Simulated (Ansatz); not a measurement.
## ZrB2: density of states with PBEsol

Crystal: ZrB2.

```
Zr B
1.0
     3.17000    0.00000    0.00000
    -1.58500    2.74530    0.00000
     0.00000    0.00000    3.53300
Zr B
1 2
Direct
  0.00000 0.00000 0.00000
  0.66667 0.33333 0.50000
  0.33333 0.66667 0.50000
```

```yaml
Program: Ansatz 0.2.0
Task: density of states
Functional: PBEsol
Potentials_or_basis: all-electron LAPW, scalar-relativistic
Cutoff: 255 eV (chosen from the basis error)
Basis_error_allowed: 0.002 eV/atom
k_mesh: 10 × 10 × 8
Occupations: fermi-dirac, width 0.05 eV
Spin: no spin polarisation
```

```json
{"Pressure": "-4.1 GPa", "Band gap on the k mesh": "none (metal or under the smearing width)"}
```

Levels at points of the mesh, in eV from the Fermi level:
```tsv
k point	band 16	band 17	band 18	band 19	band 20	band 21	band 22	band 23	band 24
(0.00, 0.00, 0.00)	-12.60	-2.52	-2.52	-2.52	-2.22	3.49	3.49	4.29	4.29
(0.00, 0.00, -0.50)	-10.53	-6.87	-0.83	-0.83	0.41	0.41	0.86	0.86	1.92
(0.00, -0.50, 0.00)	-8.85	-8.35	-3.80	-2.93	-2.61	2.35	2.39	5.04	5.12
(0.00, -0.50, -0.50)	-9.79	-6.85	-4.50	-4.04	-1.88	3.83	4.19	5.42	6.37
```

States per cell in windows of 1 eV (zero at the Fermi level; states under -8 eV left out):
| from (eV) | total |
| --- | --- |
| -8.0 | 0.70 |
| -7.0 | 0.55 |
| -6.0 | 0.77 |
| -5.0 | 1.21 |
| -4.0 | 2.01 |
| -3.0 | 1.53 |
| -2.0 | 0.90 |
| -1.0 | 0.24 |
| 0.0 | 0.40 |
| 1.0 | 1.11 |
| 2.0 | 1.31 |
| 3.0 | 1.45 |
| 4.0 | 2.01 |

Wall time 13 s on 2 threads of Intel(R) Xeon(R) Processor @ 2.50GHz (Skylake/Cascade Lake) (shared host), peak memory 0.34 GiB.
